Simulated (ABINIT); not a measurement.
# SiC (Moissanite) (P6_3mc) in ABINIT: further runs, part 2 of 2

ABINIT 10.8.3 (patched build).

## Step 3: Single point, PBEsol

File run.abi:

```
# Pseudopotentials
pp_dirpath "./"
pseudos "Si.GGA_PBE-JTH.xml, C.GGA_PBE-JTH.xml"

# Structure
acell 3.076 3.076 5.048 Angstrom
rprim
     1.0000000000     0.0000000000     0.0000000000
    -0.5000000000     0.8660254038     0.0000000000
     0.0000000000     0.0000000000     1.0000000000
ntypat 2
znucl 14 6
natom 4
typat 1 1 2 2
xred
     0.6666666667     0.3333333333     0.5000000000
     0.3333333333     0.6666666667     0.0000000000
     0.6666666667     0.3333333333     0.8850000000
     0.3333333333     0.6666666667     0.3850000000

# Plane-wave basis
ecut 20.0
pawecutdg 40.0

# k points
kptopt 1
ngkpt 13 13 6
nshiftk 1
shiftk 0.0 0.0 0.0

# Exchange and correlation
ixc -116133

# Bands and occupations
nband 12
occopt 3
tsmear 0.05 eV

# SCF cycle
nstep 100
tolvrs 1.0e-9

# Output
iomode 3
prtwf 0
prtden 0
prteig 0
prtebands 0
```

Potentials or basis: JTH PAW PBE v2.0.

Launch:

```
abinit run.abi > log 2>&1
```

run.abo:

```text
.Version 10.8.3 of ABINIT
 Symmetries : space group P6_3 m c (#186); Bravais hP (primitive hexag.)
================================================================================
 Values of the parameters that define the memory need of the present run
     intxc =       0    ionmov =       0      iscf =      17    lmnmax =       8
     lnmax =       4     mgfft =      40  mpssoang =       2    mqgrid =    3001
     natom =       4  nloc_mem =       2    nspden =       1   nspinor =       1
    nsppol =       1      nsym =      12    n1xccc =       1    ntypat =       2
    occopt =       3   xclevel =       2
       mpw =        1208          nfft =       23040          nkpt =          84
 PAW method is used; the additional fine FFT grid is defined by:
   mgfftf=        60    nfftf =     77760
================================================================================
================================================================================

--------------------------------------------------------------------------------
------------- Echo of variables that govern the present computation ------------
--------------------------------------------------------------------------------
 -outvars: echo values of preprocessed input variables --------
            acell      5.8127975633E+00  5.8127975633E+00  9.5393374836E+00 Bohr
              amu      2.80855000E+01  1.20110000E+01
             ecut      2.00000000E+01 Hartree
                       outvar_i_n : Printing only first  50 k-points.
              ixc     -116133
                       outvar_i_n : Printing only first  50 k-points.
         kptrlatt       13    0    0      0   13    0      0    0    6
          kptrlen      5.72360249E+01
            natom           4
            nband          12
            ngfft          24      24      40
          ngfftdg          36      36      60
             nkpt          84
            nstep         100
             nsym          12
           ntypat           2
                       prtocc : prtvol=0, do not print more k-points.
           occopt           3
        pawecutdg      4.00000000E+01 Hartree
         pawxcdev           0
           prtden           0
        prtebands           0
           prteig           0
            prtwf           0
            rprim      1.0000000000E+00  0.0000000000E+00  0.0000000000E+00
                      -5.0000000000E-01  8.6602540380E-01  0.0000000000E+00
                       0.0000000000E+00  0.0000000000E+00  1.0000000000E+00
          spgroup         186
           tolvrs      1.00000000E-09
           tsmear      1.83746611E-03 Hartree
            typat      1  1  2  2
           useylm           1
                       outvars : Printing only first  50 k-points.
           xangst      1.5380000000E+00  8.8796471403E-01  2.5240000000E+00
                      -2.8748683756E-17  1.7759294281E+00  0.0000000000E+00
                       1.5380000000E+00  8.8796471403E-01  4.4674800000E+00
                      -2.8748683756E-17  1.7759294281E+00  1.9434800000E+00
            xcart      2.9063987816E+00  1.6780101190E+00  4.7696687418E+00
                      -5.4327138779E-17  3.3560202380E+00  0.0000000000E+00
                       2.9063987816E+00  1.6780101190E+00  8.4423136730E+00
                      -5.4327138779E-17  3.3560202380E+00  3.6726449312E+00
             xred      6.6666666667E-01  3.3333333333E-01  5.0000000000E-01
                       3.3333333333E-01  6.6666666667E-01  0.0000000000E+00
                       6.6666666667E-01  3.3333333333E-01  8.8500000000E-01
                       3.3333333333E-01  6.6666666667E-01  3.8500000000E-01
            znucl       14.00000    6.00000

================================================================================

 chkinp: Checking input parameters for consistency.

================================================================================
== DATASET  1 ==================================================================

[... 124 lines left out ...]
       0.333333333333      0.666666666667      0.385000000000
 rms dE/dt=  7.9342E-02; max dE/dt=  1.3664E-01; dE/dt below (all hartree)
    1       0.000000000000      0.000000000000     -0.138207588703
    2       0.000000000000      0.000000000000     -0.138207588703
    3       0.000000000000      0.000000000000      0.136636791073
    4      -0.000000000000      0.000000000000      0.136636791073

 cartesian coordinates (angstrom) at end:
    1      1.53800000000000     0.88796471402960     2.52400000000000
    2     -0.00000000000000     1.77592942805920     0.00000000000000
    3      1.53800000000000     0.88796471402960     4.46748000000000
    4     -0.00000000000000     1.77592942805920     1.94348000000000

 cartesian forces (hartree/bohr) at end:
    1     -0.00000000000000    -0.00000000000000     0.01440584213787
    2     -0.00000000000000     0.00000000000000     0.01440584213787
    3     -0.00000000000000    -0.00000000000000    -0.01440584213787
    4      0.00000000000000     0.00000000000000    -0.01440584213787
 frms,max,avg= 8.3172168E-03 1.4405842E-02   0.000E+00  0.000E+00  8.233E-05 h/b

 cartesian forces (eV/Angstrom) at end:
    1     -0.00000000000000    -0.00000000000000     0.74077818696939
    2     -0.00000000000000     0.00000000000000     0.74077818696939
    3     -0.00000000000000    -0.00000000000000    -0.74077818696939
    4      0.00000000000000     0.00000000000000    -0.74077818696939
 frms,max,avg= 4.2768849E-01 7.4077819E-01   0.000E+00  0.000E+00  4.234E-03 e/A
 length scales=  5.812797563292  5.812797563292  9.539337483582 bohr
              =  3.076000000000  3.076000000000  5.048000000000 angstroms
 Fermi (or HOMO) energy (hartree) =   0.33463   Average Vxc (hartree)=  -0.42642
 Eigenvalues (hartree) for nkpt=  84  k points:
 kpt#   1, nband= 12, wtk=  0.00099, kpt=  0.0000  0.0000  0.0000 (reduced coord)
  -0.28570   -0.15569   -0.02882    0.23603    0.23603    0.28375    0.28375    0.29376
   0.46114    0.51169    0.52952    0.52952
      occupation numbers for kpt#   1
   2.00000    2.00000    2.00000    2.00000    2.00000    2.00000    2.00000    2.00000
   0.00000    0.00000    0.00000    0.00000
 prteigrs : prtvol=0 or 1, do not print more k-points.

--- !EnergyTerms
iteration_state     : {dtset: 1, }
comment             : Components of total free energy in Hartree
kinetic             :  1.01199887379365E+01
hartree             :  2.34609376437370E+00
xc                  : -9.15860427674954E+00
Ewald energy        : -2.08945945881520E+01
psp_core            :  1.04396186983764E+00
local_psp           : -8.05375973070826E+00
PAW spherical_terms :  5.14077304472028E+00
internal            : -1.94561411787416E+01
'-kT*entropy'       : -9.48355213220533E-14
total_energy        : -1.94561411787417E+01
total_energy_eV     : -5.29428572471078E+02
...

--- !EnergyTermsDC
iteration_state     : {dtset: 1, }
comment             : '"Double-counting" decomposition of free energy'
band_energy         :  1.03933722688095E+00
Ewald energy        : -2.08945945881520E+01
psp_core            :  1.04396186983764E+00
xc_dc               : -3.40070145277993E+00
PAW spherical_terms :  2.75585601185419E+00
internal            : -1.94561409323591E+01
'-kT*entropy'       : -9.48355213220533E-14
total_energy_dc     : -1.94561409323592E+01
total_energy_dc_eV  : -5.29428565766667E+02
...

--- !EnergyTermsWithPAWCore
iteration_state     : {dtset: 1, }
comment             : 'Components of total free energy, including PAW core contributions'
Total energy        : -6.54952217256267E+02
Total energy DC     : -6.54952217009885E+02
Total energy (eV)   : -1.78221577564219E+04
Total energy DC (eV): -1.78221577497175E+04
...

 Cartesian components of stress tensor (hartree/bohr^3)
  sigma(1 1)= -4.80265598E-05  sigma(3 2)=  0.00000000E+00
  sigma(2 2)= -4.80265599E-05  sigma(3 1)=  0.00000000E+00
  sigma(3 3)=  1.13549101E-04  sigma(2 1)=  0.00000000E+00

-Cartesian components of stress tensor (GPa)         [Pressure= -1.7158E-01 GPa]
- sigma(1 1)= -1.41299017E+00  sigma(3 2)=  0.00000000E+00
- sigma(2 2)= -1.41299018E+00  sigma(3 1)=  0.00000000E+00
- sigma(3 3)=  3.34072988E+00  sigma(2 1)=  0.00000000E+00

== END DATASET(S) ==============================================================
================================================================================

 -outvars: echo values of variables after computation  --------
            acell      5.8127975633E+00  5.8127975633E+00  9.5393374836E+00 Bohr
           etotal     -1.9456140932E+01
            fcart     -0.0000000000E+00 -1.6046656648E-28  1.4405842138E-02
                      -0.0000000000E+00  5.3488855494E-29  1.4405842138E-02
                      -3.7058166142E-28 -1.6046656648E-28 -1.4405842138E-02
                       3.7058166142E-28  2.6744427747E-28 -1.4405842138E-02
            rprim      1.0000000000E+00  0.0000000000E+00  0.0000000000E+00
                      -5.0000000000E-01  8.6602540380E-01  0.0000000000E+00
                       0.0000000000E+00  0.0000000000E+00  1.0000000000E+00
           strten     -4.8026559786E-05 -4.8026559919E-05  1.1354910061E-04
                       0.0000000000E+00  0.0000000000E+00  0.0000000000E+00
           xangst      1.5380000000E+00  8.8796471403E-01  2.5240000000E+00
                      -2.8748683756E-17  1.7759294281E+00  0.0000000000E+00
                       1.5380000000E+00  8.8796471403E-01  4.4674800000E+00
                      -2.8748683756E-17  1.7759294281E+00  1.9434800000E+00
             xred      6.6666666667E-01  3.3333333333E-01  5.0000000000E-01
                       3.3333333333E-01  6.6666666667E-01  0.0000000000E+00
                       6.6666666667E-01  3.3333333333E-01  8.8500000000E-01
                       3.3333333333E-01  6.6666666667E-01  3.8500000000E-01
 Calculation completed.
```

It took 43 s on 1 thread of Arm Neoverse V2, shared host; peak memory 0.12 GiB.

What came out:

```yaml
Free_energy: -529.4286 eV
Pressure: -0.2 GPa
Largest_force: 0.741 eV/Å
Band_gap_on_the_k_mesh: 2.27 eV, indirect (least direct gap 3.99 eV)
Valence_electrons_inside_the_program's_atomic_spheres: Si 1.67; C 2.56
```

Forces in eV/Å, atoms in the order of the input:
```
Si   0.000  0.000  0.741
Si   0.000  0.000  0.741
C    0.000  0.000 -0.741
C    0.000  0.000 -0.741
```

Caveat: the PAW data sets were made with another functional, which shifts forces and pressure a little; an odd mesh through Γ misses points on the zone boundary, where band edges often lie.
